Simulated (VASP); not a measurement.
# Li: molecular dynamics at constant energy

Li, P6/mmm (no. 191), 18 atoms in the cell. PBE, molecular dynamics; PAW potentials Li (PBE set).

Ensemble: NVE; Starting temperature (K): 600.

## Input

INCAR:
```
SYSTEM = Li
GGA = PE ; PREC = Normal
ENCUT = 200 ; EDIFF = 1E-6
NELMIN = 4 ; NELM = 60
ALGO = Fast ; LREAL = Auto
LASPH = .TRUE. ; ISMEAR = -1
SIGMA = 0.05 ; ISYM = 0
LWAVE = .FALSE. ; LCHARG = .FALSE.
IBRION = 0 ; NSW = 60
POTIM = 1.0 ; TEBEG = 600
ISIF = 2 ; RANDOM_SEED = 132622 0 0
MDALGO = 1 ; ANDERSEN_PROB = 0.0
KPAR = 2
```

KPOINTS:
```
k-points
0
Gamma
  3 2 2
```

POSCAR:
```
Li
1.0
    4.9488671308      0.0000000000      0.0000000000
    0.0000000000      8.5716893104      0.0000000000
    0.0000000000      0.0000000000      8.6665290000
Li
18
Direct
    0.0000000000      0.3333333334      0.1666666667
    0.0000000000      0.3333333334      0.5000000000
    0.0000000000      0.3333333334      0.8333333333
    0.5000000000      0.8333333333      0.1666666667
    0.5000000000      0.8333333333      0.5000000000
    0.5000000000      0.8333333333      0.8333333333
    0.5000000000      0.1666666666      0.1666666667
    0.5000000000      0.1666666666      0.5000000000
    0.5000000000      0.1666666666      0.8333333333
    0.0000000001      0.6666666666      0.1666666667
    0.0000000001      0.6666666666      0.5000000000
    0.0000000001      0.6666666666      0.8333333333
    0.0000000000      0.0000000000      0.0000000000
    0.0000000000      0.0000000000      0.3333333333
    0.0000000000      0.0000000000      0.6666666667
    0.5000000000      0.5000000000      0.0000000000
    0.5000000000      0.5000000000      0.3333333333
    0.5000000000      0.5000000000      0.6666666667
```

Commands:
```
cat potpaw_PBE.64/Li/POTCAR > POTCAR
mpirun -np 2 vasp_std > vasp.out
```

## Result

- Rise of the mean potential energy above the start (meV/atom): 27.4
- Mean temperature (K): 376
- Electronic steps per ionic step after the first: 4.0

Course of the run:

| Time (fs) | Temperature (K) | Potential energy less the first (meV/atom) |
|---|---|---|
| 1 | 600 | 0.0 |
| 6 | 578 | 2.7 |
| 10 | 532 | 8.4 |
| 15 | 448 | 18.5 |
| 19 | 375 | 27.4 |
| 24 | 296 | 37.1 |
| 28 | 256 | 42.1 |
| 33 | 240 | 44.0 |
| 37 | 252 | 42.5 |
| 42 | 289 | 38.0 |
| 46 | 324 | 33.7 |
| 51 | 364 | 28.8 |
| 55 | 388 | 25.9 |
| 60 | 401 | 24.3 |

The mean temperature lies below the starting 600 K, since the atoms start on their sites and part of their kinetic energy turns into potential energy.

REPORT:
```
MDALGO =   1
         ANDERSEN_PROB =  0.00000000
               SCALING =       0
                 CNEXP =     9.000   14.000
           RANDOM_SEED =            132622                0                0

   original number of atomic DOF:         51
   number of independent constraints:      0
   number of active DOF:                  51

========================================
         MD step No.       1
========================================

  Atomic velocities initialized by STEP_tb

  >Energies
                    E_tot             E_pot             E_kin               EPS                ES
   e_b>   -0.32392164E+02   -0.33710735E+02    0.13185706E+01    0.00000000E+00    0.00000000E+00

  >Temperature
               T_sim     T_inst
   tmprt>    600.000    600.050

  >Thermostat, num. of collisions:                0

           RANDOM_SEED =            132622              216                0

[... steps left out ...]

========================================
         MD step No.      60
========================================

  >Energies
                    E_tot             E_pot             E_kin               EPS                ES
   e_b>   -0.32392060E+02   -0.33274193E+02    0.88213229E+00    0.00000000E+00    0.00000000E+00

  >Temperature
               T_sim     T_inst
   tmprt>    600.000    401.438

  >Thermostat, num. of collisions:                0

           RANDOM_SEED =            132622             6588                0
```

OSZICAR:
```
N       E                     dE             d eps       ncg     rms          rms(c)
DAV:   1    -0.213478169258E+02   -0.21348E+02   -0.26209E+03   304   0.287E+02
DAV:   2    -0.331480426935E+02   -0.11800E+02   -0.10906E+02   403   0.391E+01
DAV:   3    -0.337318228808E+02   -0.58378E+00   -0.55682E+00   381   0.792E+00
DAV:   4    -0.337412000417E+02   -0.93772E-02   -0.93625E-02   358   0.127E+00
DAV:   5    -0.337413863943E+02   -0.18635E-03   -0.18631E-03   408   0.163E-01    0.618E-01
RMM:   6    -0.337231358684E+02    0.18251E-01   -0.10035E-03   304   0.125E-01    0.405E-01
RMM:   7    -0.337111089869E+02    0.12027E-01   -0.32885E-03   304   0.236E-01    0.213E-02
RMM:   8    -0.337107278721E+02    0.38111E-03   -0.31021E-04   304   0.109E-01    0.281E-03
RMM:   9    -0.337107341262E+02   -0.62541E-05   -0.54738E-05   303   0.386E-02    0.265E-03
RMM:  10    -0.337107346931E+02   -0.56689E-06   -0.57805E-06   287   0.137E-02
      1 T=   600. E= -.32392164E+02 F= -.33710735E+02 E0= -.33659875E+02  EK= 0.13186E+01 SP= 0.00E+00 SK= 0.00E+00
       N       E                     dE             d eps       ncg     rms          rms(c)
[... left out ...]
     58 T=   398. E= -.32392066E+02 F= -.33267057E+02 E0= -.33207251E+02  EK= 0.87499E+00 SP= 0.00E+00 SK= 0.00E+00
     59 T=   400. E= -.32392064E+02 F= -.33271434E+02 E0= -.33211478E+02  EK= 0.87937E+00 SP= 0.00E+00 SK= 0.00E+00
[... last step whole ...]
       N       E                     dE             d eps       ncg     rms          rms(c)
DAV:   1    -0.332741921578E+02   -0.27584E-02   -0.99054E-04   373   0.605E-02    0.179E-04
RMM:   2    -0.332741926546E+02   -0.49675E-06   -0.49830E-06   247   0.834E-03    0.132E-04
RMM:   3    -0.332741927323E+02   -0.77745E-07   -0.72718E-07   182   0.300E-03    0.109E-04
RMM:   4    -0.332741927511E+02   -0.18834E-07   -0.18672E-07   130   0.140E-03
     60 T=   401. E= -.32392060E+02 F= -.33274193E+02 E0= -.33214109E+02  EK= 0.88213E+00 SP= 0.00E+00 SK= 0.00E+00
```

Limits: 60 fs of 18 atoms are too short for converged averages; the cell is only 4.9 Å across, so each atom moves in step with near copies of itself.

VASP 6.6.1 took 166 s on 2 cores (Intel Xeon Platinum 8375C @ 2.90GHz (Ice Lake)), a shared host.
